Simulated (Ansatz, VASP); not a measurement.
Pd: VASP beside Ansatz

```
CELL_PARAMETERS angstrom
0.01459 1.94490 1.94490
1.95949 0.00000 1.95949
1.94490 1.94490 0.01459
ATOMIC_POSITIONS crystal
Pd 0.00000 0.00000 0.00000
```

Change from the starting cell: strain +0.0150 x Voigt [0, 0, 0, 0, 1, 0], atoms carried along.

Alike in both runs: task single point; functional PBEsol; k mesh 20 × 20 × 20; occupations gaussian, width 0.15 eV; no spin polarisation.

```csv
,VASP,Ansatz
version,VASP 6.6.1,Ansatz 0.2.0
potentials or method,"VASP PAW PBE potentials, release 64 (Pd)","scalar-relativistic, plane waves, PAW"
plane-wave cutoff (eV),520,420
valence electrons in the cell,10,18
```

VASP gave:

```
gap on the k mesh at the Fermi level (eV)       : none
pressure (GPa)                                  : -2.4
largest component of the traceless stress (GPa) : 1.14
```

Problem. What did Ansatz give for the same quantities?

Solution. gap on the k mesh at the Fermi level (eV): none; pressure (GPa): -2.1; largest component of the traceless stress (GPa): 1.15.

A gap of «none» marks a metal or a gap that the smearing closes. The two sets of potentials don't hold the same shells in valence.

Caveats: the PAW data sets were made with another functional, which shifts forces and pressure a little (VASP).
